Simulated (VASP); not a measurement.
Here is a VASP 6.6.1 calculation.

File INCAR:

```
  PREC = Accurate
  ENCUT = 520
  EDIFF = 1E-7
  ISMEAR = -1
  SIGMA = 0.05
  LREAL = False
  LASPH = True
  NELM = 60
  ALGO = Normal
  ISIF = 2
  LWAVE = False
  LCHARG = False
  LDIPOL = True
  IDIPOL = 3
  DIPOL = 0.5 0.5 0.500
  GGA = PE
  NBANDS = 38
```

Contents of KPOINTS:

```
regular mesh
0
Gamma
  8 8 1
```

POSCAR

```
Zr
1.0
    3.1890515832      0.0000000000      0.0000000000
    0.0000000000      3.1890515832      0.0000000000
    0.0000000000      0.0000000000     24.0200000000
Zr
5
Direct
    0.5000000000      0.5000000000      0.3122398002
    0.0000000000      0.0000000000      0.4061199001
    0.5000000000      0.5000000000      0.5000000000
    0.0000000000      0.0000000000      0.5938800999
    0.5000000000      0.5000000000      0.6877601998
```

Potentials or basis: VASP PAW PBE potentials, release 64 (Zr_sv).

Launch:

```sh
$ cat potpaw_PBE.64/Zr_sv/POTCAR > POTCAR
$ mpirun -np 1 vasp_std > vasp.out
```

Task: Predict the largest force.

Result: 0.759 eV/Å.

Task: What does it give for the band gap on the k mesh?

Result: None (metal or under the smearing width).

Forces in eV/Å, atoms in the order of the input:
```
Zr   0.000  0.000  0.584
Zr   0.000  0.000 -0.759
Zr   0.000  0.000  0.000
Zr   0.000  0.000  0.759
Zr   0.000  0.000 -0.584
```
